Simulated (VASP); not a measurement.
ZnO, 4 atoms in the cell. It takes space group P6_3/mmc (No. 194, hexagonal). Conventional cell: a = 3.288 Å, b = 3.288 Å, c = 7.130 Å, α = 90.00°, β = 90.00°, γ = 120.00°. Around Zn (site symmetry -6m2) lie 3 O at 1.90 Å. Around O (site symmetry -6m2) lie 3 Zn at 1.90 Å. Measurements of this composition are mostly on another form, of space group No. 186.

| Item | Value |
| --- | --- |
| Program | VASP 6.6.1 |
| Task | core levels |
| Functional | vdW-DF2 |
| Potentials or basis | VASP PAW PBE potentials, release 64 (Zn, O) |
| Cutoff | 500 eV |
| k mesh | 9 × 9 × 4 |
| Occupations | tetrahedron |
| Spin | no spin polarisation |
| Further INCAR settings | ALGO = Normal; EDIFF = 1e-06 |

Potentials or basis: VASP PAW PBE potentials, release 64 (Zn, O).

Run with:

```sh
$ ase convert -i cif -o vasp ZnO.cif POSCAR
$ cat potpaw_PBE.64/Zn/POTCAR potpaw_PBE.64/O/POTCAR > POTCAR
$ mpirun -np 1 vasp_std > vasp.out
```

Hardware: 1 thread of Intel(R) Xeon(R) Platinum 8259CL CPU @ 2.50GHz (Skylake/Cascade Lake) (shared host).

Estimate the wall time of this run.

Run time: 93 s on 1 thread of Intel(R) Xeon(R) Platinum 8259CL CPU @ 2.50GHz (Skylake/Cascade Lake), on a shared host, peak memory 0.4 GiB. Counts: scf iterations 16, k points 36.
